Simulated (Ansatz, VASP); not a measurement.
## Al: VASP beside Ansatz

The input INCAR:

```
SYSTEM = Al
PREC = Accurate
ENCUT = 520
EDIFF = 1E-6
ISMEAR = 0
SIGMA = 0.15
LREAL = .False.
LASPH = .True.
NELM = 60
ALGO = Normal
ISIF = 2
LWAVE = .False.
LCHARG = .False.
GGA = PS
NBANDS = 8
```

File KPOINTS:

```
Automatic mesh
0
Gamma
  20 20 20
  0 0 0
```

File POSCAR:

```
Al
1.0
    0.0000000000      2.0239800000      2.0846994000
    2.0239800000      0.0000000000      2.0846994000
    2.0239800000      2.0239800000      0.0000000000
Al
1
Direct
    0.0000000000      0.0000000000      0.0000000000
```

Input for Ansatz:

```yaml
crystal:
  lattice:
    - [0.0, 2.02398, 2.0846994]
    - [2.02398, 0.0, 2.0846994]
    - [2.02398, 2.02398, 0.0]
  atoms:
    - { symbol: Al, position: [0.0, 0.0, 0.0] }
basis:
  ecutwfc: 420
kpoints:
  mp_grid: { grid: [20, 20, 20] }
hamiltonian:
  xc: pbesol
scf:
  occupations: { method: gaussian, width: 0.15 }
output:
  forces: true
  stress: true
  eigenvalues: true
```

Change from the starting cell: strain +0.0300 x Voigt [0, 0, 1, 0, 0, 0], atoms carried along.

Alike in both runs: task single point; functional PBEsol; k mesh 20 × 20 × 20; occupations gaussian, width 0.15 eV; no spin polarisation.

```csv
,VASP,Ansatz
version,VASP 6.6.1,Ansatz 0.2.0
potentials or method,"VASP PAW PBE potentials, release 64 (Al)","scalar-relativistic, plane waves, PAW"
plane-wave cutoff (eV),520,420
valence electrons in the cell,3,3
```

|  | VASP | Ansatz | Ansatz less VASP |
| --- | --- | --- | --- |
| gap on the k mesh at the Fermi level (eV) | none | none | - |
| pressure (GPa) | -3.9 | -3.9 | -0.04 |
| largest component of the traceless stress (GPa) | 0.94 | 0.94 | -0.001 |

A gap of «none» marks a metal or a gap that the smearing closes.

Caveats: the PAW data sets were made with another functional, which shifts forces and pressure a little (VASP).
